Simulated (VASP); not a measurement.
The system is NbAs.

```
Nb As
1.0
    -1.72060    1.72060    5.79562
     1.72060   -1.72060    5.79562
     1.72060    1.72060   -5.79562
Nb As
2 2
Direct
  0.99871 0.99871 0.00000
  0.74871 0.24871 0.50000
  0.41729 0.41729 0.00000
  0.16729 0.66729 0.50000
```

Base run:

```yaml
Program: VASP 6.6.1
Functional: PBE
Potentials_or_basis: VASP PAW PBE potentials, release 64 (Nb_sv, As)
Cutoff: 520 eV
k_mesh: 16 × 16 × 16
Occupations: methfessel-paxton, width 0.1 eV
Spin: no spin polarisation
```

Its results: pressure 5.6 GPa.

Problem. The run is repeated on the same cell with these changes: functional from PBE to r2SCAN; further incar settings from ALGO = Fast; EDIFF = 1e-06; NBANDS = 26 to ALGO = Normal; EDIFF = 1e-06; NBANDS = 26. What comes out?

Solution. Pressure 4.2 GPa.

Caveats: the PAW data sets were made with another functional, which shifts forces and pressure a little (some runs).
